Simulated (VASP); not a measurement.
# InP (Fm-3m) in VASP: further runs, part 2 of 2

VASP 6.6.1. Earlier steps stand in the parts before.

## 3. Equation of state, r2SCAN, 19.95 Å³/atom (volume scaled by 0.94)

INCAR

```
  PREC = Accurate
  ENCUT = 520
  EDIFF = 1E-7
  ISMEAR = -1
  SIGMA = 0.05
  LREAL = F
  LASPH = T
  NELM = 60
  ALGO = Normal
  ISIF = 2
  LWAVE = F
  LCHARG = F
  METAGGA = R2SCAN
  LMIXTAU = T
```

KPOINTS

```
Automatic mesh
0
Gamma
  8 8 8
```

POSCAR

```
InP
1.0
    0.0000000000      2.7123113237      2.7123113237
    2.7123113237      0.0000000000      2.7123113237
    2.7123113237      2.7123113237      0.0000000000
In P
1 1
Direct
    0.0000000000      0.0000000000      0.0000000000
    0.5000000000      0.5000000000      0.5000000000
```

Potentials or basis: VASP PAW PBE potentials, release 64 (In_d, P).

Started as:

```sh
> cat potpaw_PBE.64/In_d/POTCAR potpaw_PBE.64/P/POTCAR > POTCAR
> mpirun -np 1 vasp_std > vasp.out
```

OUTCAR:

```text
PREC = Accurate
   ENCUT = 520
   EDIFF = 1E-7
   ISMEAR = -1
   LREAL = F
   LASPH = T
   NELM = 60
   ISIF = 2
   METAGGA = R2SCAN

 Found     29 irreducible k-points:

 Following reciprocal coordinates:
            Coordinates               Weight
  0.000000  0.000000  0.000000      1.000000
  0.125000  0.000000  0.000000      8.000000
  0.250000  0.000000  0.000000      8.000000
  0.375000  0.000000  0.000000      8.000000
  0.500000  0.000000  0.000000      4.000000
  0.125000  0.125000  0.000000      6.000000
   k-points           NKPTS =     29   k-points in BZ     NKDIM =     29   number of bands    NBANDS=     13
   number of dos      NEDOS =    301   number of ions     NIONS =      2
   total plane-waves  NPLWV =  27000
   dimension x,y,z NGX =    30 NGY =   30 NGZ =   30
   dimension x,y,z NGXF=    60 NGYF=   60 NGZF=   60
   ions per type =               1   1
   NGX,Y,Z   is equivalent  to a cutoff of  13.00, 13.00, 13.00 a.u.
   NGXF,Y,Z  is equivalent  to a cutoff of  26.00, 26.00, 26.00 a.u.
 SYSTEM =  unknown system
   PREC   = accura    normal or accurate (medium, high low for compatibility)
   ISTART =      0    job   : 0-new  1-cont  2-samecut
   ICHARG =      2    charge: 1-file 2-atom 10-const
   ISPIN  =      1    spin polarized calculation?
   LNONCOLLINEAR =      F non collinear calculations
   LSORBIT =      F    spin-orbit coupling
[... 70 lines left out ...]
     10       9.2973      0.00000
     11      15.2430      0.00000
     12      15.2430      0.00000
     13      15.2430      0.00000
[... 66 lines left out ...]
  band No.  band energies     occupation
      1      -7.2258      2.00000
      2      -7.1789      2.00000
      3      -7.1538      2.00000
      4      -7.1254      2.00000
      5      -7.1254      2.00000
      6      -4.9903      2.00000
      7       6.0303      2.00000
      8       6.9484      2.00000
      9       6.9484      2.00000
     10      11.0273      0.00000
     11      13.6153      0.00000
     12      14.1474      0.00000
     13      15.3475      0.00000

 [... further k-points ...]

------------------------ aborting loop because EDIFF is reached ----------------------------------------

  FORCE on cell =-STRESS in cart. coord.  units (eV):
  Direction    XX          YY          ZZ          XY          YZ          ZX
  --------------------------------------------------------------------------------------
  -------------------------------------------------------------------------------------
  Total        0.8740034      0.8740034      0.8740034     -0.0000000      0.0000000     -0.0000000
  in kB       35.0893320     35.0893320     35.0893320     -0.0000000      0.0000000     -0.0000000
  external PRESSURE =      35.0893320 kB  Pullay stress =       0.0000000 kB

 VOLUME and BASIS-vectors are now :
 -----------------------------------------------------------------------------
  energy-cutoff  :      520.00
  volume of cell :       39.91
      direct lattice vectors                 reciprocal lattice vectors
     0.000000000  2.712311324  2.712311324    -0.184344620  0.184344620  0.184344620
     2.712311324  0.000000000  2.712311324     0.184344620 -0.184344620  0.184344620
     2.712311324  2.712311324  0.000000000     0.184344620  0.184344620 -0.184344620

 POSITION                                       TOTAL-FORCE (eV/Angst)
 -----------------------------------------------------------------------------------
      0.00000      0.00000      0.00000        -0.000000      0.000000      0.000000
      2.71231      2.71231      2.71231         0.000000      0.000000     -0.000000
 -----------------------------------------------------------------------------------
    total drift:                               -0.000000      0.000000      0.000000

  FREE ENERGIE OF THE ION-ELECTRON SYSTEM (eV)
  ---------------------------------------------------
  free  energy   TOTEN  =       -31.7266176868 eV

  energy  without entropy=      -31.7207129892  energy(sigma->0) =      -31.72366534
```

It took 90 s on 1 thread of Intel Xeon Platinum 8259CL at 2.50GHz (Skylake/Cascade Lake), shared host; peak memory 0.17 GiB.

What came out:

| Quantity | Value |
| --- | --- |
| Free energy | -31.7266 eV |
| Pressure | 3.5 GPa |
| Band gap on the k mesh | none (metal or under the smearing width) |

Caveat: the PAW data sets were made with another functional, which shifts forces and pressure a little.

## 4. Equation of state, r2SCAN, 20.38 Å³/atom (volume scaled by 0.96)

INCAR

```
SYSTEM = InP
PREC = Accurate
ENCUT = 520
EDIFF = 1E-6
ISMEAR = -1
SIGMA = 0.05
LREAL = .FALSE.
LASPH = .TRUE.
NELM = 100
ALGO = Normal
ISIF = 2
LWAVE = .FALSE.
LCHARG = .FALSE.
METAGGA = R2SCAN
LMIXTAU = .TRUE.
```

KPOINTS

```
Automatic mesh
0
G
  8 8 8
  0 0 0
```

POSCAR

```
InP
1.0
    0.0000000000      2.7314127370      2.7314127370
    2.7314127370      0.0000000000      2.7314127370
    2.7314127370      2.7314127370      0.0000000000
In P
1 1
Direct
    0.0000000000      0.0000000000      0.0000000000
    0.5000000000      0.5000000000      0.5000000000
```

Started as:

```sh
> cat potpaw_PBE.64/In_d/POTCAR potpaw_PBE.64/P/POTCAR > POTCAR
> mpirun -np 1 vasp_std > vasp.out
```

Run time: 1.8 min. Hardware: 1 thread of Intel Xeon Platinum 8259CL at 2.50GHz (Skylake/Cascade Lake), shared host; peak memory 0.17 GiB.

It converged, with:

| Quantity | Value |
| --- | --- |
| Free energy | -31.7399 eV |
| Pressure | 1.5 GPa |
| Band gap on the k mesh | none (metal or under the smearing width) |

Caveat: the PAW data sets were made with another functional, which shifts forces and pressure a little.

## 5. Equation of state, r2SCAN, 20.80 Å³/atom (volume scaled by 0.98)

INCAR

```
SYSTEM = InP
PREC = Accurate ; ENCUT = 520
EDIFF = 1E-6 ; ISMEAR = -1
SIGMA = 0.05 ; LREAL = .FALSE.
LASPH = .TRUE. ; NELM = 80
ALGO = Normal ; ISIF = 2
LWAVE = .FALSE. ; LCHARG = .FALSE.
METAGGA = R2SCAN ; LMIXTAU = .TRUE.
```

KPOINTS

```
regular mesh
0
G
  8 8 8
  0 0 0
```

POSCAR

```
InP
1.0
    0.0000000000      2.7502506615      2.7502506615
    2.7502506615      0.0000000000      2.7502506615
    2.7502506615      2.7502506615      0.0000000000
In P
1 1
Direct
    0.0000000000      0.0000000000      0.0000000000
    0.5000000000      0.5000000000      0.5000000000
```

Started as:

```sh
> cat potpaw_PBE.64/In_d/POTCAR potpaw_PBE.64/P/POTCAR > POTCAR
> mpirun -np 1 vasp_std > vasp.out
```

Run time: 91 s. Hardware: 1 thread of Intel Xeon Platinum 8259CL at 2.50GHz (Skylake/Cascade Lake), shared host; peak memory 0.17 GiB.

Results (log left out):

```
Free energy            : -31.7429 eV
Pressure               : -0.3 GPa
Band gap on the k mesh : none (metal or under the smearing width)
```

Caveat: the PAW data sets were made with another functional, which shifts forces and pressure a little.

## 6. Equation of state, r2SCAN, 21.65 Å³/atom (volume scaled by 1.02)

INCAR

```
PREC = Accurate
ENCUT = 520
EDIFF = 1E-6
ISMEAR = -1
SIGMA = 0.05
LREAL = False
LASPH = True
NELM = 100
ALGO = Normal
ISIF = 2
LWAVE = False
LCHARG = False
METAGGA = R2SCAN
LMIXTAU = True
```

KPOINTS

```
regular mesh
0
Gamma
  8 8 8
```

POSCAR

```
InP
1.0
    0.0000000000      2.7871711834      2.7871711834
    2.7871711834      0.0000000000      2.7871711834
    2.7871711834      2.7871711834      0.0000000000
In P
1 1
Direct
    0.0000000000      0.0000000000      0.0000000000
    0.5000000000      0.5000000000      0.5000000000
```

Potentials or basis: VASP PAW PBE potentials, release 64 (In_d, P).

Started as:

```sh
> cat potpaw_PBE.64/In_d/POTCAR potpaw_PBE.64/P/POTCAR > POTCAR
> mpirun -np 1 vasp_std > vasp.out
```

It took 92 s on 1 thread of Intel Xeon Platinum 8259CL at 2.50GHz (Skylake/Cascade Lake), shared host; peak memory 0.18 GiB.

The run converged. Its results:

| Quantity | Value |
| --- | --- |
| Free energy | -31.7228 eV |
| Pressure | -3.4 GPa |
| Band gap on the k mesh | none (metal or under the smearing width) |

Caveat: the PAW data sets were made with another functional, which shifts forces and pressure a little.

## 7. Equation of state, r2SCAN, 22.08 Å³/atom (volume scaled by 1.04)

INCAR

```
SYSTEM = InP
PREC     = Accurate       ! precision mode
ENCUT    = 520            ! plane-wave cutoff, eV
EDIFF    = 1E-6           ! SCF threshold, eV
ISMEAR   = -1             ! smearing method
SIGMA    = 0.05           ! smearing width, eV
LREAL    = .FALSE.        ! projectors in reciprocal space
LASPH    = .TRUE.         ! aspherical terms in the spheres
NELM     = 60             ! most SCF steps
ALGO     = Normal         ! electronic algorithm
ISIF     = 2              ! what is computed and relaxed
LWAVE    = .FALSE.        ! write WAVECAR
LCHARG   = .FALSE.        ! write CHGCAR
METAGGA  = R2SCAN         ! meta-GGA
LMIXTAU  = .TRUE.
```

KPOINTS

```
regular mesh
0
G
  8 8 8
  0 0 0
```

POSCAR

```
InP
1.0
    0.0000000000      2.8052702047      2.8052702047
    2.8052702047      0.0000000000      2.8052702047
    2.8052702047      2.8052702047      0.0000000000
In P
1 1
Direct
    0.0000000000      0.0000000000      0.0000000000
    0.5000000000      0.5000000000      0.5000000000
```

Started as:

```sh
> cat potpaw_PBE.64/In_d/POTCAR potpaw_PBE.64/P/POTCAR > POTCAR
> mpirun -np 1 vasp_std > vasp.out
```

It took 82 s on 1 thread of Intel Xeon Platinum 8259CL at 2.50GHz (Skylake/Cascade Lake), shared host; peak memory 0.18 GiB.

It converged, with:

| Property | Result |
| --- | --- |
| Free energy | -31.7016 eV |
| Pressure | -4.7 GPa |
| Band gap on the k mesh | none (metal or under the smearing width) |

Caveat: the PAW data sets were made with another functional, which shifts forces and pressure a little.

## 8. Equation of state, r2SCAN, 22.50 Å³/atom (volume scaled by 1.06)

INCAR

```
SYSTEM = InP
ALGO = Normal ; EDIFF = 1E-7
ENCUT = 520 ; ISIF = 2
ISMEAR = -1 ; LASPH = .TRUE.
LCHARG = .FALSE. ; LMIXTAU = .TRUE.
LREAL = .FALSE. ; LWAVE = .FALSE.
METAGGA = R2SCAN ; NELM = 100
PREC = Accurate ; SIGMA = 0.05
```

KPOINTS

```
k-points
0
G
  8 8 8
  0 0 0
```

POSCAR

```
InP
1.0
    0.0000000000      2.8231386496      2.8231386496
    2.8231386496      0.0000000000      2.8231386496
    2.8231386496      2.8231386496      0.0000000000
In P
1 1
Direct
    0.0000000000      0.0000000000      0.0000000000
    0.5000000000      0.5000000000      0.5000000000
```

Started as:

```sh
> cat potpaw_PBE.64/In_d/POTCAR potpaw_PBE.64/P/POTCAR > POTCAR
> mpirun -np 1 vasp_std > vasp.out
```

Wall time 78 s (1 thread of Intel Xeon Platinum 8259CL at 2.50GHz (Skylake/Cascade Lake), shared host); peak memory 0.18 GiB.

It converged, with:

```
Free energy            : -31.6741 eV
Pressure               : -5.9 GPa
Band gap on the k mesh : none (metal or under the smearing width)
```

Caveat: the PAW data sets were made with another functional, which shifts forces and pressure a little.

## 9. Elastic constants, r2SCAN

POSCAR

```
InP
1.0
    0.0000000000      2.7688340000      2.7688340000
    2.7688340000      0.0000000000      2.7688340000
    2.7688340000      2.7688340000      0.0000000000
In P
1 1
Direct
    0.0000000000      0.0000000000      0.0000000000
    0.5000000000      0.5000000000      0.5000000000
```

INCAR.step1

```
SYSTEM = InP
PREC = Accurate ; ENCUT = 600
EDIFF = 1E-8 ; ISMEAR = 0
SIGMA = 0.05 ; LREAL = .FALSE.
LASPH = .TRUE. ; NELM = 60
ALGO = Normal ; ISIF = 3
LWAVE = .FALSE. ; LCHARG = .FALSE.
METAGGA = R2SCAN ; LMIXTAU = .TRUE.
IBRION = 2 ; NSW = 40
EDIFFG = -0.002
```

INCAR.step2

```
SYSTEM = InP
PREC = Accurate ; ENCUT = 600
EDIFF = 1E-8 ; ISMEAR = 0
SIGMA = 0.05 ; LREAL = .FALSE.
LASPH = .TRUE. ; NELM = 60
ALGO = Normal ; ISIF = 3
LWAVE = .FALSE. ; LCHARG = .FALSE.
METAGGA = R2SCAN ; LMIXTAU = .TRUE.
IBRION = 6 ; NFREE = 2
POTIM = 0.015 ; NSW = 1
```

KPOINTS

```
regular mesh
0
G
  6 6 6
  0 0 0
```

Potentials or basis: VASP PAW PBE potentials, release 64 (In_d, P).

Started as:

```sh
> cat potpaw_PBE.64/In_d/POTCAR potpaw_PBE.64/P/POTCAR > POTCAR
> cp INCAR.step1 INCAR
> mpirun -np 1 vasp_std > vasp.out
> cp CONTCAR POSCAR
> cp INCAR.step2 INCAR
> mpirun -np 1 vasp_std > vasp.out
```

OUTCAR:

```text
SYSTEM = InP
   PREC = Accurate
   ENCUT = 600
   EDIFF = 1E-8
   ISMEAR = 0
   LREAL = .FALSE.
   LASPH = .TRUE.
   NELM = 60
   ISIF = 3
   METAGGA = R2SCAN
   IBRION = 6
   NFREE = 2
   POTIM = 0.015
   NSW = 1

 ion  position               nearest neighbor table
   1  0.000  0.000  0.000-   2 2.75   2 2.75   2 2.75   2 2.75   2 2.75   2 2.75
[... 827 lines left out ...]
             X         Y         Z           dx          dy          dz
      0.000000  0.000000  0.000000     0.325837   -0.000000    0.325837
      2.753098  2.753098  2.753098    -0.627559    0.000000   -0.627559
[... 21 lines left out ...]
   6 f/i=    0.000708 THz     0.004449 2PiTHz    0.023619 cm-1     0.002928 meV
             X         Y         Z           dx          dy          dz
      0.000000  0.000000  0.000000    -0.187871   -0.859504   -0.116692
      2.753098  2.753098  2.753098    -0.097545   -0.446267   -0.060588

--------------------------------------------------------------------------------------------------------

 ELASTIC MODULI CONTR FROM IONIC RELAXATION (kBar)
 Direction    XX          YY          ZZ          XY          YZ          ZX
 --------------------------------------------------------------------------------
 XX           0.0000      0.0000      0.0000      0.0000      0.0000      0.0000
 YY           0.0000      0.0000      0.0000      0.0000      0.0000      0.0000
 ZZ           0.0000      0.0000      0.0000      0.0000      0.0000      0.0000
 XY           0.0000      0.0000      0.0000      0.0000      0.0000      0.0000
 YZ           0.0000      0.0000      0.0000      0.0000      0.0000      0.0000
 ZX           0.0000      0.0000      0.0000      0.0000      0.0000      0.0000
 --------------------------------------------------------------------------------

 TOTAL ELASTIC MODULI (kBar)
 Direction    XX          YY          ZZ          XY          YZ          ZX
 --------------------------------------------------------------------------------
 XX        1537.8318    503.2989    503.2989      0.0000     -0.0000      0.0000
 YY         503.2989   1537.8318    503.2989      0.0000      0.0000      0.0000
 ZZ         503.2989    503.2989   1537.8318     -0.0000      0.0000     -0.0000
 XY           0.0000      0.0000     -0.0000   -107.0452     -0.0000      0.0000
 YZ          -0.0000      0.0000      0.0000     -0.0000   -107.0452      0.0000
 ZX           0.0000      0.0000     -0.0000      0.0000      0.0000   -107.0452
 --------------------------------------------------------------------------------
```

OSZICAR.step1:

```text
N       E                     dE             d eps       ncg     rms          rms(c)
DAV:   1     0.944999667029E+02    0.94500E+02   -0.98747E+03   416   0.187E+03
DAV:   2    -0.266587083919E+02   -0.12116E+03   -0.11752E+03   421   0.376E+02
DAV:   3    -0.349647825905E+02   -0.83061E+01   -0.81685E+01   561   0.992E+01
[... 57 lines left out ...]
DAV:  13    -0.317308399307E+02    0.11161E-06   -0.96669E-09   208   0.165E-03    0.409E-03
DAV:  14    -0.317308399647E+02   -0.33989E-07   -0.23558E-08   386   0.174E-03    0.211E-03
DAV:  15    -0.317308398813E+02    0.83393E-07   -0.67701E-09   223   0.142E-03    0.139E-03
DAV:  16    -0.317308399273E+02   -0.45991E-07   -0.11214E-09   208   0.662E-04    0.125E-03
DAV:  17    -0.317308399367E+02   -0.94099E-08   -0.18570E-09   208   0.528E-04
   3 F= -.31730840E+02 E0= -.31728700E+02  d E =-.315255E-02
```

It took 24 min on 1 thread of Intel Xeon Platinum 8259CL at 2.50GHz (Skylake/Cascade Lake), shared host; peak memory 0.26 GiB.

What came out:

* Relaxed volume: 20.87 Å³/atom
* Relaxed cell: a = 3.893 Å, b = 3.893 Å, c = 3.893 Å, α = 60.00°, β = 60.00°, γ = 60.00°
* Space group after relaxing (to 0.05 Å): Fm-3m (No. 225)
* Elastic constants C11, C12, C44: 154, 50, -11 GPa
* Voigt bulk modulus: 85 GPa
* Highest phonon frequency at Γ, LO-TO splitting left out: 175 cm⁻¹

The path:
| step | energy change (eV) | largest force (eV/Å) | pressure (GPa) | volume (Å³) |
| --- | --- | --- | --- | --- |
| 1 | 0.0000 | 0.0000 | -1.38 | 42.45 |
| 2 | -0.0022 | 0.0000 | 0.82 | 41.34 |
| 3 | -0.0032 | 0.0000 | 0.01 | 41.73 |

Final structure:
```xyz
2
Lattice="0.0000 2.7531 2.7531 2.7531 0.0000 2.7531 2.7531 2.7531 0.0000" Properties=species:S:1:pos:R:3 pbc="T T T"
In    0.0000    0.0000    0.0000
P     2.7531    2.7531    2.7531
```

Phonon frequencies in cm⁻¹ (negative: imaginary):
```tsv
q point	frequencies
(0.000, 0.000, 0.000)	0 0 0 175 175 175
```

Elastic tensor in Voigt notation (GPa, in the Cartesian axes of the cell as first typed):
```
154  50  50   0   0   0
 50 154  50   0   0   0
 50  50 154   0   0   0
  0   0   0 -11   0   0
  0   0   0   0 -11   0
  0   0   0   0   0 -11
```

Clamped-ion elastic tensor (GPa):
```
154  50  50   0   0   0
 50 154  50   0   0   0
 50  50 154   0   0   0
  0   0   0 -11   0   0
  0   0   0   0 -11   0
  0   0   0   0   0 -11
```

Caveat: the elastic tensor has a negative eigenvalue, so either the cell is unstable as it stands or the mesh is too thin; the PAW data sets were made with another functional, which shifts forces and pressure a little.

## 10. For comparison

An earlier run on the cell as given: functional PBE; potentials or basis VASP PAW PBE potentials, release 64 (In_d, P); cutoff 520 eV; k mesh 8 × 8 × 8; occupations fermi-dirac, width 0.05 eV; no spin polarisation.

- Pressure: -0.1 GPa
- Band gap on the k mesh: none (metal or under the smearing width)
